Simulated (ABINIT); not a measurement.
# CoO in ABINIT: the effect of functional

The system is CoO.

```
Co O
1.0
    -1.50800    1.50800    2.10725
     1.50800   -1.50800    2.10725
     1.50800    1.50800   -2.10725
Co O
1 1
Direct
  0.00000 0.00000 0.00000
  0.50000 0.50000 0.00000
```

Alike in all runs:

```yaml
Program: ABINIT 10.8.3 (patched build)
Task: single point
Potentials_or_basis: JTH PAW PBE v2.0
Cutoff: 844 eV
k_mesh: 10 × 10 × 10
Occupations: fermi-dirac, width 0.05 eV
Spin: collinear spin, ferromagnetic start
Starting_moments: "[2.0, 0.0] μB"
```

```csv
functional,pressure (GPa),moment (μB)
revPBE,3.5,2.93
PW91,?,?
WC,-9.4,2.90
```

Q: What does the run with functional PW91 give?

A: Pressure -1.7 GPa; moment 2.88 μB.

Caveats: the PAW data sets were made with another functional, which shifts forces and pressure a little; a cell with one magnetic atom can't hold antiferromagnetic order, which such compounds often take.
